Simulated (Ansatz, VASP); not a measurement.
## Two plane-wave programs on NaF (Villiaumite)

```
Na F
1.0
     0.00000    2.32000    2.32000
     2.32000    0.00000    2.32000
     2.32000    2.32000    0.00000
Na F
1 1
Direct
  0.00000 0.00000 0.00000
  0.50000 0.50000 0.50000
```

Alike in both runs: task single point; functional PBE; k mesh 10 × 10 × 10; occupations fermi-dirac, width 0.05 eV; no spin polarisation.

|  | VASP | Ansatz |
| --- | --- | --- |
| version | VASP 6.6.1 | Ansatz 0.2.0 |
| potentials or method | VASP PAW PBE potentials, release 64 (Na_pv, F) | Ansatz PAW |
| plane-wave cutoff (eV) | 520 | 420 |
| valence electrons in the cell | 14 | 16 |

|  | VASP | Ansatz | Ansatz less VASP |
| --- | --- | --- | --- |
| gap on the k mesh at the Fermi level (eV) | 6.28 | 6.29 | +0.016 |
| least direct gap on the mesh (eV) | 6.28 | 6.29 | +0.016 |
| pressure (GPa) | 1.8 | 1.9 | +0.11 |

The two sets of potentials don't hold the same shells in valence.

Caveats: the pressure holds a Pulay correction of +0.5 GPa for the finite cutoff (Ansatz). A k mesh can miss the band edges. PBE gaps usually lie below the measured ones, often by a third to a half.
